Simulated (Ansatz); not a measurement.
Here is an Ansatz 0.2.0 calculation.

input.yaml

```yaml
crystal:
  lattice:
    - [0.0, 2.703, 2.703]
    - [2.703, 0.0, 2.703]
    - [2.703, 2.703, 0.0]
  atoms:
    - { symbol: Ni, spin: 1.0, position_ang: [0.0, 0.0, 0.0] }
    - { symbol: Si, position_ang: [4.0545, 4.0545, 4.0545] }
    - { symbol: Si, position_ang: [1.3515, 1.3515, 1.3515] }
hamiltonian:
  xc: lda
  pseudopotentials: { kind: paw, core: large }
  hubbard:
    sites: [{ species: Ni, l: d, u_eff: 8.0 }]
    projectors: all-electron-atomic
    double_counting: fll
magnetization:
  spin_polarized: true
kpoints:
  mp_grid: { grid: [9, 9, 9] }
scf:
  occupations: { method: gaussian, width: 0.025 }
  n_extra_bands: 7
  mixing: { preconditioner: kerker }
output:
  forces: true
  stress: true
  eigenvalues: true
  dos: { projected: false, de: 0.05, nscf_kmesh: { grid: [14, 14, 14] } }
  write_density: true
  write_potential: true
  elf: true
  volumetric_format: npy
basis:
  xc_grid: 2
```

Potentials or basis: Ansatz PAW.

Run with:

```console
$ ansatz run input.yaml --threads 2 --pin off --max-ram 5120MiB --backend cpu --events-out ev --progress --plain --runs-dir out
```

(1) What does it give for the net moment?

(2) Estimate the pressure.

(3) What does it give for the band gap on the k mesh?

(4) Predict the absolute moment.

## Answers

(1) 0.00 μB per cell.

(2) -6.6 GPa.

(3) none (metal or under the smearing width).

(4) 0.00 μB per cell.

Caveat: the magnetic or orbital state may not be the lowest; the PAW data sets come from PBE, with cores solved anew for the run's functional, which leaves a small shift of forces and pressure; the U is typed as a test and isn't derived for this compound; the starting moments weren't kept.
